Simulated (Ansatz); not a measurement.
# Cadmium, bcc under r²SCAN: structure, energy and stiffness

Aim: take cadmium in the bcc structure, relax it, solve it on a dense k-mesh, switch on spin-orbit coupling, then scale the cell to 7 volumes from 88 to 112 % of the relaxed one and try a fit of the equation of state. The k-meshes are 13×13×13 for the relaxation; 20×20×20 for the dense run; 12×12×12 for spin-orbit coupling; 14×14×14 for the volumes.

This is Cd in the bcc structure; at room conditions it is hcp.

Program: Ansatz 0.2.0. Level of theory: DFT r2SCAN, plane waves (500 eV) with PAW, scalar-relativistic; PAW files made under PBE, frozen cores solved again for the functional. These are calculated values, not measurements.

### Step 1. The starting structure

Symmetry: Im-3m, No. 229, cubic system. The conventional cell has a = 3.508 Å, b = 3.508 Å, c = 3.508 Å, α = 90.00°, β = 90.00°, γ = 90.00°. Around Cd (site symmetry m-3m) lie 8 Cd at 3.04 Å.

As a file:

```
Cd
1.0
    -1.75401    1.75401    1.75401
     1.75401   -1.75401    1.75401
     1.75401    1.75401   -1.75401
Cd
1
Cartesian
  0.0000 0.0000 0.0000
```

### Step 2. Geometry optimisation

File input.yaml:

```yaml
crystal:
  lattice:
    - [-1.7540139848, 1.7540139848, 1.7540139848]
    - [1.7540139848, -1.7540139848, 1.7540139848]
    - [1.7540139848, 1.7540139848, -1.7540139848]
  atoms:
    - { symbol: Cd, position: [0.0, 0.0, 0.0] }
hamiltonian:
  xc: r2scan
  pseudopotentials:
    kind: paw
    azcp:
      Cd: "pseudopotentials/Cd.paw.azcp"
basis:
  ecutwfc: 500
  fft_grid_basis: typed
kpoints:
  mp_grid: { grid: [13, 13, 13], shift: [0, 0, 0] }
magnetization:
  spin_polarized: false
scf:
  occupations: { method: fermi_dirac, width: 0.1 }
relax:
  max_steps: 60
  f_tol: 0.01
  cell: {}
```

Command:

```
$ ansatz run input.yaml --threads 1 --pin off --max-ram 3584MiB --backend cpu --events-out ev --progress --plain --runs-dir out
```

What it wrote (excerpt; [...] marks lines left out):

```text
[...]
Pseudopotentials: kind: paw
Pseudopotential: Cd, paw, valence charge 20, recommended cutoff 500 eV (meta_gga), <dir>
Functional definition: r2SCAN
[...]
Crystal: 1 atoms, lattice volume = 21.585 Å³
Basis set: ecut = 500 eV, 555 PW (Γ), exchange–correlation on 96×96×96 points (64 copies of the dense FFT grid, shifted against one another)
Bands: 14, of which v1, the nominal top of the filled ones, is band 10 counted from 1 (9 counted from 0)
Symmetry: 48 space group operations
Space group: Im-3m (ITA 229), of the structure as read, at distance tolerance 2.8e-5 Å
k-points: 84 of 2197
[...]
SCF iter   1: F=—  HF=-8268.098596 eV  |F-HF|=—  |Δ(HF+E_count)|=         —  Δρ=6.38e-3  dr2=5.16e-3  dr2_τ=5.58e-3  ethr=1.77e-3  ⟨swp⟩=4.9  Hψ=5917  notcnv=0
[...]
relax step   1: F+E_penalty+E_count = -8268.09912777 eV  Δ(F+E_penalty+E_count) = +0.000e0 eV  max|allowed force component| = 0.000e0 eV/Å  Δτ_max = 0.0000 Å  P = +1.291 GPa  Ω = 21.585 Å³  (6 SCF iters, dr2 threshold 1.00e-7 eV, accepted)
[...]
relax step   3: F+E_penalty+E_count = -8268.10085903 eV  Δ(F+E_penalty+E_count) = -3.670e-5 eV  max|allowed force component| = 0.000e0 eV/Å  Δτ_max = 0.0000 Å  P = -0.005 GPa  Ω = 22.118 Å³  energy of the carried Pulay correction = -3.513e-4 eV  (4 SCF iters, dr2 threshold 2.08e-8 eV, accepted)
[...]
relax step   4: F+E_penalty+E_count = -8268.10124550 eV  Δ(F+E_penalty+E_count) = -3.865e-4 eV  max|allowed force component| = 0.000e0 eV/Å  Δτ_max = 0.0000 Å  P = +0.007 GPa  Ω = 22.118 Å³  stress off target by 6.54e-3 GPa  SCF on the basis re-selected at this cell (its energy is not [...]
SCF converged after 6 iterations
Free energy (F): -8268.101245 eV
[...]
E sigma→0 (E₀):  -8268.095479 eV
Entropy (-TS):   -0.011532 eV (-11.532 meV/atom)
Fermi energy:    14.313461 eV
[...]
--- Forces (eV/Å), atoms counted from 1 ---
  atom   1  Cd    -0.00000000     0.00000000    -0.00000000
[...]
--- Stress (GPa, compression-positive) ---
        0.006540      -0.000000      -0.000000
        0.000000       0.006540      -0.000000
       -0.000000       0.000000       0.006540
  P = ⅓ Tr σ = 0.0065 GPa (0.065 kbar)
--- Relaxed structure (3 steps of the walk, 3 accepted, 1 SCFs on fresh bases) ---
  F+E_penalty+E_count = -8268.10124550 eV   max|allowed force component| = 0.000e0 eV/Å   (the final SCF, on the basis selected at the relaxed cell)
  cell:  # Å, volume = 22.1182 Å³
    - [-1.7683299396676588, 1.7683299396676588, 1.7683299396676588]
    - [1.7683299396676588, -1.7683299396676588, 1.7683299396676588]
    - [1.7683299396676588, 1.7683299396676588, -1.7683299396676588]
  atoms:
    - { symbol: Cd, position: [0.0, 0.0, 0.0] }
```

Wall time 15 s (1 thread of Intel Xeon Platinum 8259CL at 2.50GHz (Skylake/Cascade Lake), shared host); peak memory 0.55 GiB.

Relaxation path:

```csv
step,energy change (meV/atom),largest force (eV/Å),pressure (GPa),volume (Å³/atom)
1,0.00,0.0000,1.29,21.585
2,-1.69,0.0000,-0.09,22.157
3,-1.73,0.0000,-0.01,22.118
4,-2.12,0.0000,0.01,22.118
```

Steps that repeat a cell are solved on a basis chosen anew, so their changes of energy are no gain of the relaxation.

Changes in the cell that was computed:

|  | before | after | change |
| --- | --- | --- | --- |
| a (Å) | 3.038 | 3.063 | +0.8 % |
| b (Å) | 3.038 | 3.063 | +0.8 % |
| c (Å) | 3.038 | 3.063 | +0.8 % |
| volume (Å³/atom) | 21.585 | 22.118 | +2.5 % |
| shortest distance (Å) | 3.038 | 3.063 | +0.8 % |
| space group (spins left aside) | Im-3m | Im-3m | same |

### Step 3. The energy on a finer k-mesh

File input.yaml:

```yaml
crystal:
  lattice:
    - [-1.7683299397, 1.7683299397, 1.7683299397]
    - [1.7683299397, -1.7683299397, 1.7683299397]
    - [1.7683299397, 1.7683299397, -1.7683299397]
  atoms:
    - { symbol: Cd, position: [0.0, 0.0, 0.0] }
hamiltonian:
  xc: r2scan
  pseudopotentials:
    kind: paw
    azcp:
      Cd: "pseudopotentials/Cd.paw.azcp"
basis:
  ecutwfc: 500
  fft_grid_basis: typed
kpoints:
  mp_grid: { grid: [20, 20, 20], shift: [0, 0, 0] }
magnetization:
  spin_polarized: false
scf:
  occupations: { method: fermi_dirac, width: 0.1 }
output:
  write_density: true
  write_potential: true
  elf: true
  volumetric_format: npy
```

Command:

```
$ ansatz run input.yaml --threads 1 --pin off --max-ram 3584MiB --backend cpu --events-out ev --progress --plain --runs-dir out
```

What it wrote (excerpt; [...] marks lines left out):

```text
[...]
[... 3 set-up lines as earlier in the session ...]
[...]
Crystal: 1 atoms, lattice volume = 22.118 Å³
Basis set: ecut = 500 eV, 555 PW (Γ), exchange–correlation on 96×96×96 points (64 copies of the dense FFT grid, shifted against one another)
Bands: 14, of which v1, the nominal top of the filled ones, is band 10 counted from 1 (9 counted from 0)
[... 2 set-up lines as earlier in the session ...]
k-points: 256 of 8000
[...]
SCF iter   1: F=—  HF=-8268.099118 eV  |F-HF|=—  |Δ(HF+E_count)|=         —  Δρ=6.28e-3  dr2=5.03e-3  dr2_τ=5.52e-3  ethr=1.77e-3  ⟨swp⟩=5.0  Hψ=18064  notcnv=0
[...]
SCF iter   6: F=-8268.099593 eV  HF=-8268.099593 eV  |F-HF|=2.99e-9  |Δ(HF+E_count)|=   1.37e-7  Δρ=4.90e-6  dr2=3.48e-9  dr2_τ=3.10e-10  ethr=1.58e-10  ⟨swp⟩=1.1  Hψ=11036  notcnv=0
[...]
SCF converged after 6 iterations
Free energy (F): -8268.099593 eV
[...]
E sigma→0 (E₀):  -8268.093718 eV
Entropy (-TS):   -0.011750 eV (-11.750 meV/atom)
Fermi energy:    14.288903 eV
[...]
--- Band table (eV; the first three rows and the last of 256) ---
  k-point 0: bands = ["-91.8123", "-51.9289", "-51.9289", "-51.9289", "4.4862", "4.4862", "4.4862", "5.1217", "5.1326", "5.1326", "29.5648", "29.5648", "29.5648", "31.2256"]
[...]
```

Run time: 15 s. Hardware: 1 thread of Intel Xeon Platinum 8259CL at 2.50GHz (Skylake/Cascade Lake), shared host; peak memory 0.59 GiB.

Axes a, b and c in the maps are those of this run's conventional cell (a, b, c = 3.537, 3.537, 3.537 Å).

Density in a lattice plane of the grid's cell (edges 3.54 and 3.54 Å, at 0.000 of the third edge), which holds Cd.

Values in e/Å³, 12 rows by 12 columns:
```
18.20 12.50  4.24  0.97  0.23  0.12  0.10  0.12  0.23  0.97  4.24 12.50
 6.17  4.24  1.51  0.47  0.18  0.11  0.10  0.11  0.18  0.47  1.50  4.24
 1.33  0.97  0.47  0.23  0.13  0.10  0.10  0.10  0.13  0.23  0.47  0.97
 0.26  0.23  0.18  0.13  0.11  0.10  0.10  0.10  0.11  0.13  0.18  0.23
 0.13  0.12  0.11  0.10  0.10  0.10  0.10  0.10  0.10  0.10  0.11  0.12
 0.10  0.10  0.10  0.10  0.10  0.10  0.10  0.10  0.10  0.10  0.10  0.10
 0.13  0.12  0.11  0.10  0.10  0.10  0.10  0.10  0.10  0.10  0.11  0.12
 0.26  0.23  0.18  0.13  0.11  0.10  0.10  0.10  0.11  0.13  0.18  0.23
 1.33  0.97  0.47  0.23  0.13  0.10  0.10  0.10  0.13  0.23  0.47  0.97
 6.17  4.24  1.50  0.47  0.18  0.11  0.10  0.11  0.18  0.47  1.51  4.24
18.20 12.50  4.24  0.97  0.23  0.12  0.10  0.12  0.23  0.97  4.24 12.50
26.50 18.20  6.17  1.33  0.26  0.13  0.10  0.13  0.26  1.33  6.17 18.20
```
Columns run along the first of these edges and rows up along the second, over one cell in 12 and 12 even steps from the bottom left corner. Atoms in the plane (fractional): Cd at (0.00, 0.00).

ELF in the same plane.

Ten even steps from '0' (0.17) to '9' (0.92):
```
987543100000000000134578
765432100000000000123456
544321000000000000012344
332210000000000000001223
111100000000000000000111
000000000000000000000000
000000000000000000000000
000000000000000000000000
000000000000000000000000
000000000000000000000000
000000000000000000000000
000000000000000000000000
000000000000000000000000
000000000000000000000000
111100000000000000000111
332210000000000000001223
544321000000000000012344
765432100000000000123456
987543100000000000134578
997643100000000000134679
```
Columns run along the first of these edges and rows up along the second, over one cell in 24 and 20 even steps from the bottom left corner. Atoms in the plane (fractional): Cd at (0.00, 0.00).

Both are smooth fields of the valence electrons: close to the nuclei they are not physical.

### Step 4. Spin-orbit coupling switched on

File input.yaml:

```yaml
crystal:
  lattice:
    - [-1.7683299397, 1.7683299397, 1.7683299397]
    - [1.7683299397, -1.7683299397, 1.7683299397]
    - [1.7683299397, 1.7683299397, -1.7683299397]
  atoms:
    - { symbol: Cd, position: [0.0, 0.0, 0.0] }
hamiltonian:
  xc: r2scan
  pseudopotentials:
    kind: paw_fr
    azcp:
      Cd: "pseudopotentials/Cd.paw.azcp"
basis:
  ecutwfc: 500
  fft_grid_basis: typed
kpoints:
  mp_grid: { grid: [12, 12, 12], shift: [0, 0, 0] }
magnetization:
  noncollinear: true
  spin_orbit: true
scf:
  occupations: { method: fermi_dirac, width: 0.1 }
```

Command:

```
$ ansatz run input.yaml --threads 1 --pin off --max-ram 3584MiB --backend cpu --events-out ev --progress --plain --runs-dir out
```

What it wrote (excerpt; [...] marks lines left out):

```text
[...]
Pseudopotentials: kind: paw_fr
Pseudopotential: Cd, paw_fr, valence charge 20, recommended cutoff 500 eV (meta_gga), <dir>
[... 1 set-up line as earlier in the session ...]
[...]
non-collinear run that drives no moment, with spin-orbit: no starting moment large enough to seed its density (crystal.atoms[].spin), no starting occupations that ask for one, no magnetisation constraint and no magnetic field, so the semilocal B_xc is pinned to zero
Crystal: 1 atoms, lattice volume = 22.118 Å³
Basis set: ecut = 500 eV, 555 PW (Γ), exchange–correlation on 96×96×96 points (64 copies of the dense FFT grid, shifted against one another)
Bands: 28, of which v1, the nominal top of the filled ones, is band 20 counted from 1 (19 counted from 0)
Symmetry: 48 space group operations + 48 with time reversal
Magnetic group: BNS 229.141 (UNI 1643), of the structure as read, at distance tolerance 2.8e-5 Å
[...]
SCF iter   1: F=—  HF=-8260.008499 eV  |F-HF|=—  |Δ(HF+E_count)|=         —  Δρ=2.32e-2  dr2=1.31e-1  dr2_τ=2.34e-3  dr2_m=0.00e0 (ungated)  ethr=6.53e-4  |M|=0.00e0 ∫|m|=0.00e0 μB  |m|>n=0.0e0 m-floor=0.0e0 τ_xc=0.0e0  β_m=0.30  ⟨swp⟩=1.4  Hψ=6207  notcnv=0
[...]
spin=Noncollinear: Kerker preconditioning applied to the charge; magnetization (m_x, m_y, m_z) channels mix plain (no charge-response kernel on spin).
[...]
SCF iter   7: F=-8260.019061 eV  HF=-8260.019061 eV  |F-HF|=1.07e-7  |Δ(HF+E_count)|=   3.71e-6  Δρ=1.45e-5  dr2=1.89e-8  dr2_τ=7.88e-10  dr2_m=0.00e0 (ungated)  ethr=5.00e-10  |M|=0.00e0 ∫|m|=0.00e0 μB  |m|>n=0.0e0 m-floor=0.0e0 τ_xc=0.0e0  ⟨swp⟩=3.2  Hψ=2456  notcnv=0
[...]
SCF converged after 7 iterations
Magnetization: |M| = 0.0000 μB,  M = (+0.0000, +0.0000, +0.0000) μB
Absolute magnetization: 0.0000 μB (∫|m|)
  site 0: m = (+0.0000, +0.0000, +0.0000) μB, |m| = 0.0000 μB  (R = 1.26 Å)
Free energy (F): -8260.019061 eV
[...]
E sigma→0 (E₀):  -8260.012204 eV
Entropy (-TS):   -0.013715 eV (-13.715 meV/atom)
Fermi energy:    14.290331 eV
[...]
```

It took 20 s on 1 thread of Intel Xeon Platinum 8259CL at 2.50GHz (Skylake/Cascade Lake), shared host; peak memory 0.55 GiB.

Side by side:

```csv
,scalar-relativistic,with spin-orbit coupling
k-mesh,20×20×20,12×12×12
gap on the mesh,none (levels filled in part),none (levels filled in part)
```

The meshes differ, so small differences between the columns need not come from spin-orbit coupling.

### Step 5. Equation of state: 88 %

File input.yaml:

```yaml
crystal:
  lattice:
    - [-1.6945622374, 1.6945622374, 1.6945622374]
    - [1.6945622374, -1.6945622374, 1.6945622374]
    - [1.6945622374, 1.6945622374, -1.6945622374]
  atoms:
    - { symbol: Cd, position: [0.0, 0.0, 0.0] }
hamiltonian:
  xc: r2scan
  pseudopotentials:
    kind: paw
    azcp:
      Cd: "pseudopotentials/Cd.paw.azcp"
basis:
  ecutwfc: 500
  fft_grid_basis: typed
kpoints:
  mp_grid: { grid: [14, 14, 14], shift: [0, 0, 0] }
magnetization:
  spin_polarized: false
scf:
  occupations: { method: fermi_dirac, width: 0.1 }
  lower_state_search: "off"
output:
  stress: true
```

Command:

```
$ ansatz run input.yaml --threads 1 --pin off --max-ram 3584MiB --backend cpu --events-out ev --progress --plain --runs-dir out
```

What it wrote (excerpt; [...] marks lines left out):

```text
[...]
[... 3 set-up lines as earlier in the session ...]
[...]
Crystal: 1 atoms, lattice volume = 19.464 Å³
Basis set: ecut = 500 eV, 531 PW (Γ), exchange–correlation on 96×96×96 points (64 copies of the dense FFT grid, shifted against one another)
Bands: 14, of which v1, the nominal top of the filled ones, is band 10 counted from 1 (9 counted from 0)
[... 1 set-up line as earlier in the session ...]
Space group: Im-3m (ITA 229), of the structure as read, at distance tolerance 2.7e-5 Å
k-points: 104 of 2744
[...]
SCF iter   1: F=-8268.034290 eV  HF=-8268.033361 eV  |F-HF|=9.29e-4  |Δ(HF+E_count)|=         —  Δρ=6.85e-3  dr2=4.78e-3  dr2_τ=6.25e-3  ethr=1.77e-3  ⟨swp⟩=4.9  Hψ=7732  notcnv=0
[...]
SCF iter   6: F=-8268.035623 eV  HF=-8268.035623 eV  |F-HF|=3.50e-8  |Δ(HF+E_count)|=   1.99e-7  Δρ=1.45e-5  dr2=2.31e-8  dr2_τ=1.65e-9  ethr=5.00e-10  ⟨swp⟩=4.0  Hψ=4527  notcnv=0
[...]
SCF converged after 6 iterations
Free energy (F): -8268.035623 eV
[...]
E sigma→0 (E₀):  -8268.029538 eV
Entropy (-TS):   -0.012171 eV (-12.171 meV/atom)
Fermi energy:    16.942193 eV
[...]
--- Stress (GPa, compression-positive) ---
        8.748578      -0.000000       0.000000
        0.000000       8.748578       0.000000
       -0.000000       0.000000       8.748578
  P = ⅓ Tr σ = 8.7486 GPa (87.486 kbar)
```

Run time: 4 s. Hardware: 1 thread of Intel Xeon Platinum 8259CL at 2.50GHz (Skylake/Cascade Lake), shared host; peak memory 0.54 GiB.

### Step 6. Equation of state: 92 %

Changes to input.yaml since step 5:

```diff
@@ -2,5 +2,5 @@
   lattice:
-    - [-1.6945622374, 1.6945622374, 1.6945622374]
-    - [1.6945622374, -1.6945622374, 1.6945622374]
-    - [1.6945622374, 1.6945622374, -1.6945622374]
+    - [-1.7198579404, 1.7198579404, 1.7198579404]
+    - [1.7198579404, -1.7198579404, 1.7198579404]
+    - [1.7198579404, 1.7198579404, -1.7198579404]
   atoms:
@@ -25 +25,5 @@
   stress: true
+  write_density: true
+  write_potential: true
+  elf: true
+  volumetric_format: npy
```

Command:

```
$ ansatz run input.yaml --threads 1 --pin off --max-ram 3584MiB --backend cpu --events-out ev --progress --plain --runs-dir out
```

What it wrote (excerpt; [...] marks lines left out):

```text
[...]
[... 3 set-up lines as earlier in the session ...]
[...]
Crystal: 1 atoms, lattice volume = 20.349 Å³
Basis set: ecut = 500 eV, 531 PW (Γ), exchange–correlation on 96×96×96 points (64 copies of the dense FFT grid, shifted against one another)
Bands: 14, of which v1, the nominal top of the filled ones, is band 10 counted from 1 (9 counted from 0)
[... 2 set-up lines as earlier in the session ...]
k-points: 104 of 2744
[...]
SCF iter   1: F=-8268.071552 eV  HF=-8268.071524 eV  |F-HF|=2.84e-5  |Δ(HF+E_count)|=         —  Δρ=6.67e-3  dr2=4.89e-3  dr2_τ=6.01e-3  ethr=1.77e-3  ⟨swp⟩=4.9  Hψ=7760  notcnv=0
[...]
SCF iter   6: F=-8268.072974 eV  HF=-8268.072974 eV  |F-HF|=2.63e-8  |Δ(HF+E_count)|=   1.81e-7  Δρ=9.00e-6  dr2=8.43e-9  dr2_τ=9.22e-10  ethr=5.00e-10  ⟨swp⟩=8.3  Hψ=9065  notcnv=0
[...]
SCF converged after 6 iterations
Free energy (F): -8268.072974 eV
[...]
E sigma→0 (E₀):  -8268.066656 eV
Entropy (-TS):   -0.012636 eV (-12.636 meV/atom)
Fermi energy:    15.962768 eV
[...]
--- Stress (GPa, compression-positive) ---
        4.955616       0.000000       0.000000
       -0.000000       4.955616       0.000000
        0.000000       0.000000       4.955616
  P = ⅓ Tr σ = 4.9556 GPa (49.556 kbar)
--- Band table (eV; the first three rows and the last of 104) ---
  k-point 0: bands = ["-90.3780", "-50.4855", "-50.4855", "-50.4855", "5.8480", "5.8480", "5.8480", "6.0696", "6.6111", "6.6111", "31.4379", "31.4379", "31.4379", "34.1346"]
[...]
```

It took 8.6 s on 1 thread of Intel Xeon Platinum 8259CL at 2.50GHz (Skylake/Cascade Lake), shared host; peak memory 0.54 GiB.

### Step 7. Equation of state: 96 %

Changes to input.yaml since step 6:

```diff
@@ -2,5 +2,5 @@
   lattice:
-    - [-1.7198579404, 1.7198579404, 1.7198579404]
-    - [1.7198579404, -1.7198579404, 1.7198579404]
-    - [1.7198579404, 1.7198579404, -1.7198579404]
+    - [-1.7444306594, 1.7444306594, 1.7444306594]
+    - [1.7444306594, -1.7444306594, 1.7444306594]
+    - [1.7444306594, 1.7444306594, -1.7444306594]
   atoms:
@@ -25,5 +25 @@
   stress: true
-  write_density: true
-  write_potential: true
-  elf: true
-  volumetric_format: npy
```

Command:

```
$ ansatz run input.yaml --threads 1 --pin off --max-ram 3584MiB --backend cpu --events-out ev --progress --plain --runs-dir out
```

What it wrote (excerpt; [...] marks lines left out):

```text
[...]
[... 3 set-up lines as earlier in the session ...]
[...]
Crystal: 1 atoms, lattice volume = 21.233 Å³
Basis set: ecut = 500 eV, 555 PW (Γ), exchange–correlation on 96×96×96 points (64 copies of the dense FFT grid, shifted against one another)
Bands: 14, of which v1, the nominal top of the filled ones, is band 10 counted from 1 (9 counted from 0)
[... 2 set-up lines as earlier in the session ...]
k-points: 104 of 2744
[...]
SCF iter   1: F=-8268.090551 eV  HF=-8268.091154 eV  |F-HF|=6.03e-4  |Δ(HF+E_count)|=         —  Δρ=6.48e-3  dr2=4.97e-3  dr2_τ=5.77e-3  ethr=1.77e-3  ⟨swp⟩=5.0  Hψ=7746  notcnv=0
[...]
SCF iter   6: F=-8268.092032 eV  HF=-8268.092032 eV  |F-HF|=6.37e-9  |Δ(HF+E_count)|=   1.62e-7  Δρ=7.31e-6  dr2=6.44e-9  dr2_τ=6.09e-10  ethr=3.33e-10  ⟨swp⟩=2.2  Hψ=4994  notcnv=0
[...]
SCF converged after 6 iterations
Free energy (F): -8268.092032 eV
[...]
E sigma→0 (E₀):  -8268.085537 eV
Entropy (-TS):   -0.012990 eV (-12.990 meV/atom)
Fermi energy:    15.074093 eV
[...]
--- Stress (GPa, compression-positive) ---
        2.079602       0.000000      -0.000000
       -0.000000       2.079602      -0.000000
        0.000000      -0.000000       2.079602
  P = ⅓ Tr σ = 2.0796 GPa (20.796 kbar)
```

It took 6.4 s on 1 thread of Intel Xeon Platinum 8259CL at 2.50GHz (Skylake/Cascade Lake), shared host; peak memory 0.54 GiB.

### Step 8. Equation of state: 100 %

Changes to input.yaml since step 7:

```diff
@@ -2,5 +2,5 @@
   lattice:
-    - [-1.7444306594, 1.7444306594, 1.7444306594]
-    - [1.7444306594, -1.7444306594, 1.7444306594]
-    - [1.7444306594, 1.7444306594, -1.7444306594]
+    - [-1.7683299397, 1.7683299397, 1.7683299397]
+    - [1.7683299397, -1.7683299397, 1.7683299397]
+    - [1.7683299397, 1.7683299397, -1.7683299397]
   atoms:
```

Command:

```
$ ansatz run input.yaml --threads 1 --pin off --max-ram 3584MiB --backend cpu --events-out ev --progress --plain --runs-dir out
```

What it wrote (excerpt; [...] marks lines left out):

```text
[...]
[... 3 set-up lines as earlier in the session ...]
[...]
Crystal: 1 atoms, lattice volume = 22.118 Å³
Basis set: ecut = 500 eV, 555 PW (Γ), exchange–correlation on 96×96×96 points (64 copies of the dense FFT grid, shifted against one another)
Bands: 14, of which v1, the nominal top of the filled ones, is band 10 counted from 1 (9 counted from 0)
[... 2 set-up lines as earlier in the session ...]
k-points: 104 of 2744
[...]
SCF iter   1: F=-8268.095690 eV  HF=-8268.096692 eV  |F-HF|=1.00e-3  |Δ(HF+E_count)|=         —  Δρ=6.28e-3  dr2=4.99e-3  dr2_τ=5.55e-3  ethr=1.77e-3  ⟨swp⟩=5.0  Hψ=7744  notcnv=0
[...]
SCF iter   6: F=-8268.097221 eV  HF=-8268.097221 eV  |F-HF|=2.78e-9  |Δ(HF+E_count)|=   1.42e-7  Δρ=5.36e-6  dr2=3.87e-9  dr2_τ=3.79e-10  ethr=1.60e-10  ⟨swp⟩=2.2  Hψ=4823  notcnv=0
[...]
SCF converged after 6 iterations
Free energy (F): -8268.097221 eV
[...]
E sigma→0 (E₀):  -8268.090571 eV
Entropy (-TS):   -0.013299 eV (-13.299 meV/atom)
Fermi energy:    14.263786 eV
[...]
--- Stress (GPa, compression-positive) ---
       -0.097119       0.000000      -0.000000
       -0.000000      -0.097119       0.000000
       -0.000000      -0.000000      -0.097119
  P = ⅓ Tr σ = -0.0971 GPa (-0.971 kbar)
```

Wall time 5.2 s (1 thread of Intel Xeon Platinum 8259CL at 2.50GHz (Skylake/Cascade Lake), shared host); peak memory 0.54 GiB.

[end of part 1 of 2]
